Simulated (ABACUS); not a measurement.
Crystal: InPd.

```
CELL_PARAMETERS angstrom
3.27188 0.00000 0.00000
0.00000 3.27188 0.00000
0.00000 0.00000 3.27188
ATOMIC_POSITIONS crystal
In 0.00000 0.00000 0.00000
Pd 0.50000 0.50000 0.50000
```

The cell comes from a database or a generator and needn't be the stable form of this composition.

Program: ABACUS 3.10.1. Alike in all runs: task single point; potentials or basis SG15 ONCV 1.2 PBE, DZP LCAO (the cutoffs set its grid); no spin polarisation; cell as given; k mesh 6 × 6 × 6; cutoff (eV) 1361; smearing fermi-dirac 0.05 eV.

Q: Order these runs on this cell by their pressure, lowest first.
A. level BLYP
B. level LDA
C. level revPBE
D. level PBE
E. level TPSS

A: B (-4.5 GPa), E (2.0 GPa), D (6.7 GPa), C (9.5 GPa), A (13.4 GPa).

Caveats: the atomic orbitals were generated for these runs and aren't a published set; the basis of atomic orbitals isn't converged, which shifts pressures, moduli and gaps; the potentials were made for another functional, which shifts forces and pressure (some runs).
